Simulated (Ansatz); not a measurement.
**Ag under changes of volume**

One of the cells (17.048 Å³/atom); the others are scaled copies at fixed shape and fractional positions:

```
CELL_PARAMETERS angstrom
0.00000 2.04275 2.04275
2.04275 0.00000 2.04275
2.04275 2.04275 0.00000
ATOMIC_POSITIONS crystal
Ag 0.00000 0.00000 0.00000
```

* Program: Ansatz 0.2.0
* Functional: PBEsol
* Potentials or basis: all-electron LAPW, scalar-relativistic
* Cutoff: 258 eV (chosen from the basis error)
* Basis error allowed: 0.0005 eV/atom
* k mesh: 11 × 11 × 11
* Occupations: fermi-dirac, width 0.05 eV
* Spin: no spin polarisation

| volume (Å³/atom) | energy over the lowest point (meV/atom) | pressure (GPa) |
| --- | --- | --- |
| 16.025 | ? | ? |
| 16.366 | 1.00 | 1.8 |
| 16.707 | 0.00 | -0.7 |
| 17.048 | 4.08 | -2.9 |
| 17.389 | 12.56 | -4.8 |
| 17.730 | 24.82 | -6.5 |
| 18.071 | 40.30 | -7.9 |

Q: What does the run at 16.025 Å³/atom give?

A: Energy over the lowest point 7.84 meV/atom; pressure 4.8 GPa.

Worked out: A Birch-Murnaghan fit of order 3 (a polynomial in V^(-2/3)) to the other rows has its minimum at 16.60 Å³/atom with B0 = V·E''(V) = 122 GPa and B' = 6.2. It gives 7.91 meV/atom at 16.025 Å³/atom, against the run's 7.84, and -dE/dV = 4.8 GPa, against 4.8.

Energies are extrapolated to zero smearing.

The runs don't all hold the same shells in valence.
